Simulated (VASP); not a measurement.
# AlNi (Pm-3m) in VASP: a series of runs

The runs below take AlNi through relaxation of cell and atoms, electrostatic potential, with PBE.

Everything below comes from runs of VASP 6.6.1. Logs are shortened: lines on timing, memory, paths and dates and some standing lists are left out, and cuts for length are marked.

**1. The crystal as given**

It takes space group Pm-3m (No. 221, cubic). Conventional cell: a = 2.860 Å, b = 2.860 Å, c = 2.860 Å, α = 90.00°, β = 90.00°, γ = 90.00°. Ni (site symmetry m-3m) is surrounded by 8 Al at 2.48 Å. Al (site symmetry m-3m) is surrounded by 8 Ni at 2.48 Å.

The cell was built by a generator and needn't be a form met in nature.

**2. Relaxation of cell and atoms, PBE**

File INCAR:

```
PREC = Accurate ; ENCUT = 600
EDIFF = 1E-6 ; ISMEAR = 1
SIGMA = 0.1 ; LREAL = F
LASPH = T ; NELM = 120
ALGO = Normal ; ISIF = 3
LWAVE = F ; LCHARG = F
GGA = PE ; IBRION = 2
NSW = 60 ; EDIFFG = -0.005
```

File KPOINTS:

```
Automatic mesh
0
Gamma
  14 14 14
```

File POSCAR:

```
AlNi
1.0
    2.8600000000      0.0000000000      0.0000000000
    0.0000000000      2.8600000000      0.0000000000
    0.0000000000      0.0000000000      2.8600000000
Ni Al
1 1
Direct
    0.0000000000      0.0000000000      0.0000000000
    0.5000000000      0.5000000000      0.5000000000
```

Potentials or basis: VASP PAW PBE potentials, release 64 (Ni, Al).

The run is started by

```bash
$ cat potpaw_PBE.64/Ni/POTCAR potpaw_PBE.64/Al/POTCAR > POTCAR
$ mpirun -np 1 vasp_std > vasp.out
```

OUTCAR:

```text
PREC = Accurate
   ENCUT = 600
   EDIFF = 1E-6
   ISMEAR = 1
   LREAL = F
   LASPH = T
   NELM = 120
   ISIF = 3
   GGA = PE
   IBRION = 2
   NSW = 60
   EDIFFG = -0.005

 ion  position               nearest neighbor table
   1  0.000  0.000  0.000-   2 2.48   2 2.48   2 2.48   2 2.48   2 2.48   2 2.48   2 2.48   2 2.48

   2  0.500  0.500  0.500-   1 2.48   1 2.48   1 2.48   1 2.48   1 2.48   1 2.48   1 2.48   1 2.48

  LATTYP: Found a simple cubic cell.
 ALAT       =     2.8600000000

  Lattice vectors:

 A1 = (   2.8600000000,   0.0000000000,   0.0000000000)
 A2 = (   0.0000000000,   2.8600000000,   0.0000000000)
 A3 = (   0.0000000000,   0.0000000000,   2.8600000000)

Analysis of symmetry for initial positions (statically):
=====================================================================
 Subroutine PRICEL returns:
 Original cell was already a primitive cell.

 Routine SETGRP: Setting up the symmetry group for a
 simple cubic supercell.

 Subroutine GETGRP returns: Found 48 space group operations
 (whereof 48 operations were pure point group operations)
 out of a pool of 48 trial point group operations.

The static configuration has the point symmetry O_h .

Analysis of symmetry for dynamics (positions and initial velocities):
=====================================================================
 Subroutine PRICEL returns:
 Original cell was already a primitive cell.

 Routine SETGRP: Setting up the symmetry group for a
 simple cubic supercell.

 Subroutine GETGRP returns: Found 48 space group operations
 (whereof 48 operations were pure point group operations)
 out of a pool of 48 trial point group operations.

The dynamic configuration has the point symmetry O_h .

 Subroutine INISYM returns: Found 48 space group operations
 (whereof 48 operations are pure point group operations),
 and found     1 'primitive' translations

----------------------------------------------------------------------------------------

                                     Primitive cell

  volume of cell :      23.3937

  direct lattice vectors                    reciprocal lattice vectors
     2.860000000  0.000000000  0.000000000     0.349650350  0.000000000  0.000000000
     0.000000000  2.860000000  0.000000000     0.000000000  0.349650350  0.000000000
     0.000000000  0.000000000  2.860000000     0.000000000  0.000000000  0.349650350

  length of vectors
     2.860000000  2.860000000  2.860000000     0.349650350  0.349650350  0.349650350

  position of ions in fractional coordinates (direct lattice)
     0.000000000  0.000000000  0.000000000
     0.500000000  0.500000000  0.500000000

  ion indices of the primitive-cell ions
   primitive index   ion index
                 1           1
                 2           2

----------------------------------------------------------------------------------------

 KPOINTS: Automatic mesh

Automatic generation of k-mesh.
 Grid dimensions read from file:
 generate k-points for:   14   14   14

 Generating k-lattice:

  Cartesian coordinates                     Fractional coordinates (reciprocal lattice)
     0.024975025  0.000000000  0.000000000     0.071428571  0.000000000  0.000000000
     0.000000000  0.024975025  0.000000000     0.000000000  0.071428571  0.000000000
     0.000000000  0.000000000  0.024975025     0.000000000  0.000000000  0.071428571

  Length of vectors
     0.024975025  0.024975025  0.024975025

  Shift w.r.t. Gamma in fractional coordinates (k-lattice)
     0.000000000  0.000000000  0.000000000

 Subroutine IBZKPT returns following result:
 ===========================================

 Found    120 irreducible k-points:

 Following reciprocal coordinates:
            Coordinates               Weight
  0.000000  0.000000  0.000000      1.000000
  0.071429  0.000000  0.000000      6.000000
  0.142857  0.000000  0.000000      6.000000
  0.214286  0.000000  0.000000      6.000000
  0.285714  0.000000  0.000000      6.000000
  0.357143  0.000000  0.000000      6.000000
[... 16 lines left out ...]
  0.285714  0.214286  0.000000     24.000000
  0.357143  0.214286  0.000000     24.000000
 [... further k-points ...]
   k-points           NKPTS =    120   k-points in BZ     NKDIM =    120   number of bands    NBANDS=     10
   number of dos      NEDOS =    301   number of ions     NIONS =      2
   total plane-waves  NPLWV =  13824
   dimension x,y,z NGX =    24 NGY =   24 NGZ =   24
   dimension x,y,z NGXF=    48 NGYF=   48 NGZF=   48
   ions per type =               1   1
   NGX,Y,Z   is equivalent  to a cutoff of  13.95, 13.95, 13.95 a.u.
   NGXF,Y,Z  is equivalent  to a cutoff of  27.90, 27.90, 27.90 a.u.
 SYSTEM =  unknown system
   PREC   = accura    normal or accurate (medium, high low for compatibility)
   ISTART =      0    job   : 0-new  1-cont  2-samecut
   ICHARG =      2    charge: 1-file 2-atom 10-const
   ISPIN  =      1    spin polarized calculation?
   LNONCOLLINEAR =      F non collinear calculations
   LSORBIT =      F    spin-orbit coupling
   LASPH  =      T    aspherical Exc in radial PAW
   ENCUT  =  600.0 eV  44.10 Ry    6.64 a.u.   5.71  5.71  5.71*2*pi/ulx,y,z
   NELM   =    120;   NELMIN=  2; NELMDL= -5     # of ELM steps
   EDIFF  = 0.1E-05   stopping-criterion for ELM
   LREAL  =      F    real-space projection
   EDIFFG = -.5E-02   stopping-criterion for IOM
   NSW    =     60    number of steps for IOM
   IBRION =      2    ionic relax: 0-MD 1-quasi-New 2-CG
   NFREE  =      1    steps in history (QN), initial steepest desc. (CG)
   ISIF   =      3    stress and relaxation
   ISYM   =      2    0-nonsym 1-usesym 2-fastsym
   POTIM  = 0.5000    time-step for ionic-motion
   TEBEG  =    0.0;   TEEND  =   0.0 temperature during run
   PSTRESS=    0.0 pullay stress
   NELECT =      13.0000    total number of electrons
   NUPDOWN=      -1.0000    fix difference up-down
   EMIN   =  10.00;   EMAX   =-10.00  energy-range for DOS
   EFERMI =   0.00;   METHOD = LEGACY
   ISMEAR =     1;   SIGMA  =   0.10  broadening in eV -4-tet -1-fermi 0-gaus
   EFERMI_NEDOS =   21; number of points for ismear=-14 and -15
   IALGO  =     38    algorithm
   IMIX   =      4    mixing-type and parameters
     AMIX     =   0.40;   BMIX     =  1.00
     AMIX_MAG =   1.60;   BMIX_MAG =  1.00
  volume/ion in A,a.u.               =      11.70        78.93
  Fermi-wavevector in a.u.,A,eV,Ry     =   1.345932  2.543443 24.647417  1.811534
  Thomas-Fermi vector in A             =   2.473805
   LORBIT       =      0    0 simple, 1 ext, 2 COOP (PROOUT), +10 PAW based schemes
   GGA     = PE    functional components
   LHFCALC =     F    Hartree Fock is set to
   AEXX    =    0.0000 exact exchange contribution
   IVDW    =     0    specifies the selected vdW correction
   LEPSILON=     F    determine dielectric tensor
   LRPA    =     F    only Hartree local field effects (RPA)
 conjugate gradient relaxation of ions
 non-spin polarized calculation
 Methfessel and Paxton  Order N= 1 SIGMA  =   0.10
  energy-cutoff  :      600.00
  volume of cell :       23.39
 maximum number of plane-waves:       804
 NGX is ok and might be reduce to    24
   NGX = 11   NGY = 11   NGZ = 11

--------------------------------------- Ionic step        1  -------------------------------------------

 number of electron      13.0000010 magnetization

 Free energy of the ion-electron system (eV)
  ---------------------------------------------------
  ext. energy  EPLUGINS =         0.00000000
  ---------------------------------------------------
  free energy    TOTEN  =       -10.52195028 eV

  energy without entropy =      -10.52155389  energy(sigma->0) =      -10.52181815

 E-fermi :  10.2819     XC(G=0): -12.1540

 val. band max:       10.2804522840   @ k =   0.3571   0.2143   0.0714
 cond. band min:      10.2893937670   @ k =   0.3571   0.1429   0.1429
 fundamental gap:      0.0089414830
 Fermi energy:        10.2818935782

 k-point     1 :       0.0000    0.0000    0.0000
  band No.  band energies     occupation
      1      -0.9805      2.00000
      2       6.9872      2.00000
      3       6.9872      2.00000
      4       8.7332      2.00000
      5       8.7332      2.00000
      6       8.7332      2.00000
      7      15.9126      0.00000
      8      15.9126      0.00000
      9      15.9126      0.00000
     10      18.5151      0.00000

 k-point     2 :       0.0714    0.0000    0.0000
  band No.  band energies     occupation
      1      -0.8850      2.00000
      2       6.9805      2.00000
      3       7.0100      2.00000
      4       8.6911      2.00000
      5       8.6911      2.00000
      6       8.7376      2.00000
      7      14.9166      0.00000
      8      16.0388      0.00000
      9      16.0388      0.00000
     10      18.5192      0.00000

 k-point     3 :       0.1429    0.0000    0.0000
  band No.  band energies     occupation
      1      -0.6000      2.00000
      2       6.9360      2.00000
      3       7.0749      2.00000
      4       8.5776      2.00000
      5       8.5776      2.00000
      6       8.7502      2.00000
      7      13.2983      0.00000
      8      16.4055      0.00000
      9      16.4055      0.00000
     10      18.5310      0.00000
[... 322 lines left out ...]
 VOLUME and BASIS-vectors are now :
 -----------------------------------------------------------------------------
  energy-cutoff  :      600.00
  volume of cell :       24.90
      direct lattice vectors                 reciprocal lattice vectors
     2.919991262 -0.000000000  0.000000000     0.342466778 -0.000000000  0.000000000
     0.000000000  2.919991262  0.000000000     0.000000000  0.342466778  0.000000000
    -0.000000000 -0.000000000  2.919991262    -0.000000000 -0.000000000  0.342466778

 POSITION                                       TOTAL-FORCE (eV/Angst)
 -----------------------------------------------------------------------------------
      0.00000      0.00000      0.00000        -0.000000     -0.000000      0.000000
      1.46000      1.46000      1.46000         0.000000      0.000000     -0.000000
 -----------------------------------------------------------------------------------
    total drift:                                0.000000      0.000000      0.000000

  FREE ENERGIE OF THE ION-ELECTRON SYSTEM (eV)
  ---------------------------------------------------
  free  energy   TOTEN  =       -10.5274026343 eV

  energy  without entropy=      -10.5271805257  energy(sigma->0) =      -10.52732860

--------------------------------------- Ionic step        3  -------------------------------------------

 number of electron      13.0000013 magnetization

 Free energy of the ion-electron system (eV)
  ---------------------------------------------------
  ext. energy  EPLUGINS =         0.00000000
  ---------------------------------------------------
  free energy    TOTEN  =       -10.53653638 eV

  energy without entropy =      -10.53628060  energy(sigma->0) =      -10.53645112

 E-fermi :   9.8245     XC(G=0): -11.9884

 val. band max:        9.8220183377   @ k =   0.3571   0.1429   0.1429
 cond. band min:       9.8670472105   @ k =   0.3571   0.2857   0.0714
 fundamental gap:      0.0450288728
 Fermi energy:         9.8245107421

 k-point     1 :       0.0000    0.0000    0.0000
  band No.  band energies     occupation
      1      -1.1850      2.00000
      2       6.6967      2.00000
      3       6.6967      2.00000
      4       8.3478      2.00000
      5       8.3478      2.00000
      6       8.3478      2.00000
      7      15.3092      0.00000
      8      15.3092      0.00000
      9      15.3092      0.00000
     10      17.9470      0.00000

 k-point     2 :       0.0714    0.0000    0.0000
  band No.  band energies     occupation
      1      -1.0918      2.00000
      2       6.6894      2.00000
      3       6.7184      2.00000
      4       8.3076      2.00000
      5       8.3076      2.00000
      6       8.3520      2.00000
      7      14.3404      0.00000
      8      15.4324      0.00000
      9      15.4324      0.00000
     10      17.9536      0.00000

 k-point     3 :       0.1429    0.0000    0.0000
  band No.  band energies     occupation
      1      -0.8136      2.00000
      2       6.6432      2.00000
      3       6.7798      2.00000
      4       8.1991      2.00000
      5       8.1991      2.00000
      6       8.3639      2.00000
      7      12.7528      0.00000
      8      15.7905      0.00000
      9      15.7905      0.00000
     10      17.9730      0.00000
[... 286 lines left out ...]
 VOLUME and BASIS-vectors are now :
 -----------------------------------------------------------------------------
  energy-cutoff  :      600.00
  volume of cell :       24.21
      direct lattice vectors                 reciprocal lattice vectors
     2.892987479 -0.000000000  0.000000000     0.345663439 -0.000000000  0.000000000
     0.000000000  2.892987479  0.000000000     0.000000000  0.345663439  0.000000000
    -0.000000000 -0.000000000  2.892987479    -0.000000000 -0.000000000  0.345663439

 POSITION                                       TOTAL-FORCE (eV/Angst)
 -----------------------------------------------------------------------------------
      0.00000      0.00000      0.00000        -0.000000     -0.000000      0.000000
      1.44649      1.44649      1.44649         0.000000      0.000000     -0.000000
 -----------------------------------------------------------------------------------
    total drift:                                0.000000      0.000000      0.000000

  FREE ENERGIE OF THE ION-ELECTRON SYSTEM (eV)
  ---------------------------------------------------
  free  energy   TOTEN  =       -10.5365363792 eV

  energy  without entropy=      -10.5362805996  energy(sigma->0) =      -10.53645112

 reached required accuracy - stopping structural energy minimisation
```

Run time: 24 s. Hardware: 1 thread of Intel Xeon Platinum 8488C (Sapphire Rapids), shared host; peak memory 0.17 GiB.

What came out:

| Quantity | Value |
| --- | --- |
| Free energy | -10.5365 eV |
| Relaxed volume | 12.11 Å³/atom |
| Relaxed cell | a = 2.893 Å, b = 2.893 Å, c = 2.893 Å, α = 90.00°, β = 90.00°, γ = 90.00° |
| Space group after relaxing (to 0.05 Å) | Pm-3m (No. 221) |
| Energy gained by relaxing | 7.3 meV/atom |
| Ionic steps | 3 |
| Pressure after relaxing | 0.0 GPa |
| Band gap on the k mesh | none (metal or under the smearing width) |

The path:
| step | energy change (eV) | largest force (eV/Å) | pressure (GPa) | volume (Å³) |
| --- | --- | --- | --- | --- |
| 1 | 0.0000 | 0.0000 | 5.96 | 23.39 |
| 2 | -0.0055 | 0.0000 | -4.20 | 24.90 |
| 3 | -0.0146 | 0.0000 | 0.05 | 24.21 |

Final structure:
```
CELL_PARAMETERS angstrom
2.89299 0.00000 0.00000
0.00000 2.89299 0.00000
0.00000 0.00000 2.89299
ATOMIC_POSITIONS crystal
Ni 0.00000 0.00000 0.00000
Al 0.50000 0.50000 0.50000
```

Levels at points of the mesh, in eV from the Fermi level:
| k point | band 3 | band 4 | band 5 | band 6 | band 7 | band 8 | band 9 | band 10 |
| --- | --- | --- | --- | --- | --- | --- | --- | --- |
| (0.00, 0.00, 0.00) | -3.13 | -1.48 | -1.48 | -1.48 | 5.48 | 5.48 | 5.48 | 8.12 |
| (0.50, 0.00, 0.00) | -2.66 | -2.17 | -2.17 | -1.39 | -0.60 | 8.30 | 10.00 | 10.00 |
| (0.50, 0.50, 0.00) | -2.81 | -2.81 | -2.00 | -2.00 | -0.96 | 1.50 | 2.45 | 12.17 |
| (0.50, 0.50, 0.50) | -4.00 | -0.93 | -0.93 | 2.05 | 2.05 | 2.05 | 3.62 | 4.43 |

**3. Electrostatic potential, PBE**

This run uses another cell than the first one, of 12.11 Å³/atom, 1.035 times its volume.

File INCAR:

```
SYSTEM = AlNi
PREC     = Accurate       ! precision mode
ENCUT    = 520            ! plane-wave cutoff, eV
EDIFF    = 1E-6           ! SCF threshold, eV
ISMEAR   = 1              ! smearing method
SIGMA    = 0.1            ! smearing width, eV
LREAL    = .False.        ! projectors in reciprocal space
LASPH    = .True.         ! aspherical terms in the spheres
NELM     = 120            ! most SCF steps
ALGO     = Normal         ! electronic algorithm
ISIF     = 2              ! what is computed and relaxed
LWAVE    = .False.        ! write WAVECAR
LCHARG   = .True.         ! write CHGCAR
GGA      = PE             ! functional
LVHAR    = .True.
```

File KPOINTS:

```
Automatic mesh
0
Gamma
  14 14 14
  0 0 0
```

File POSCAR:

```
AlNi                                    
1.0
    2.8929874791     -0.0000000000      0.0000000000
    0.0000000000      2.8929874791      0.0000000000
   -0.0000000000     -0.0000000000      2.8929874791
  Ni              Al            
     1     1
Direct
     0.0000000000000000    0.0000000000000000    0.0000000000000000
     0.5000000000000000    0.5000000000000000    0.5000000000000000
```

Potentials or basis: VASP PAW PBE potentials, release 64 (Ni, Al).

The run is started by

```bash
$ cat potpaw_PBE.64/Ni/POTCAR potpaw_PBE.64/Al/POTCAR > POTCAR
$ mpirun -np 1 vasp_std > vasp.out
```

Wall time 10 s (1 thread of Intel Xeon Platinum 8488C (Sapphire Rapids), shared host); peak memory 0.16 GiB.

The run converged. Its results:

```yaml
Free_energy: -10.5370 eV
Pressure: 0.1 GPa
Band_gap_on_the_k_mesh: none (metal or under the smearing width)
```

Levels at points of the mesh, in eV from the Fermi level:
| k point | band 4 | band 5 | band 6 | band 7 | band 8 | band 9 | band 10 |
| --- | --- | --- | --- | --- | --- | --- | --- |
| (0.00, 0.00, 0.00) | -1.48 | -1.48 | -1.48 | 5.48 | 5.48 | 5.48 | 8.12 |
| (0.50, 0.00, 0.00) | -2.17 | -2.17 | -1.39 | -0.60 | 8.30 | 10.00 | 10.00 |
| (0.50, 0.50, 0.00) | -2.81 | -2.00 | -2.00 | -0.96 | 1.50 | 2.45 | 12.17 |
| (0.50, 0.50, 0.50) | -0.93 | -0.93 | 2.05 | 2.05 | 2.05 | 3.62 | 4.43 |
